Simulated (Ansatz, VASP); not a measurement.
**Two plane-wave programs on As**

INCAR

```
ALGO = Normal
EDIFF = 1E-7
ENCUT = 520
GGA = RP
ISIF = 2
ISMEAR = -1
LASPH = T
LCHARG = T
LELF = T
LREAL = F
LVHAR = T
LWAVE = F
NBANDS = 12
NELM = 80
PREC = Accurate
SIGMA = 0.1
```

Contents of KPOINTS:

```
k-points
0
Gamma
  13 13 8
```

The input POSCAR:

```
As
1.0
    3.0574509379      0.0000000000      0.0000000000
   -1.5287254689      2.6478301831      0.0000000000
    0.0000000000      0.0000000000      4.6584506185
As
2
Direct
    0.3333333333      0.6666666667      0.2500000000
    0.6666666667      0.3333333333      0.7500000000
```

Input for Ansatz:

```yaml
crystal:
  lattice:
    - [3.0574509379, 0.0, 0.0]
    - [-1.5287254689, 2.6478301831, 0.0]
    - [0.0, 0.0, 4.6584506185]
  atoms:
    - { symbol: As, position: [0.3333333333, 0.6666666667, 0.25] }
    - { symbol: As, position: [0.6666666667, 0.3333333333, 0.75] }
hamiltonian:
  xc: rpbe
  pseudopotentials:
    kind: paw
    azcp:
      As: "pseudopotentials/As.paw.azcp"
basis:
  ecutwfc: 420
  fft_grid_basis: typed
kpoints:
  mp_grid: { grid: [13, 13, 8], shift: [0, 0, 0] }
magnetization:
  spin_polarized: false
scf:
  occupations: { method: fermi_dirac, width: 0.1 }
  lower_state_search: "off"
output:
  stress: true
```

Alike in both runs: task single point; functional RPBE; k mesh 13 × 13 × 8; occupations fermi-dirac, width 0.1 eV; no spin polarisation.

|  | VASP | Ansatz |
| --- | --- | --- |
| version | VASP 6.6.1 | Ansatz 0.2.0 |
| potentials or method | VASP PAW PBE potentials, release 64 (As) | plane waves (420 eV) with PAW, scalar-relativistic |
| plane-wave cutoff (eV) | 520 | 420 |
| valence electrons in the cell | 10 | 30 |

```csv
,VASP,Ansatz,Ansatz less VASP
pressure (GPa),3.6,3.6,-0.01
largest component of the traceless stress (GPa),0.50,0.50,-0.009
```

The functional is the same, so the differences come from potentials, cutoffs and numerics. The two sets of potentials don't hold the same shells in valence.

Caveats: the PAW data sets were made with another functional, which shifts forces and pressure a little (VASP).
